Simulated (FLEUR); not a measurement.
AlN:

```
Al N
1.0
     0.00000    2.18399    2.18399
     2.18399    0.00000    2.18399
     2.18399    2.18399    0.00000
Al N
1 1
Direct
  0.00000 0.00000 0.00000
  0.25000 0.25000 0.25000
```

Measurements of this composition are mostly on another form, of space group No. 186.

Base run:

```yaml
Program: FLEUR MaX-R8.1 (later development tree)
Functional: PBEsol
Potentials_or_basis: all-electron
Basis: FLAPW
Kmax: 5.54 1/bohr
k_mesh: 10 × 10 × 10
Occupations: fermi-dirac, width 0.05 eV
Spin: no spin polarisation
```

Its results: band gap on the k mesh 3.19 eV, indirect (least direct gap 4.13 eV).

Problem. The run is repeated on the same cell with these changes: functional from PBEsol to r2SCAN. What comes out?

Solution. Band gap on the k mesh 3.95 eV, indirect (least direct gap 4.89 eV).

r2SCAN gives the wider gap, since meta-GGAs in the generalised Kohn-Sham scheme recover part of the derivative discontinuity.

Caveats: the meta-GGA is that of a development version, with a GGA for the radial functions and cores and without core tails (some runs).

Not every run made on this cell is shown here.
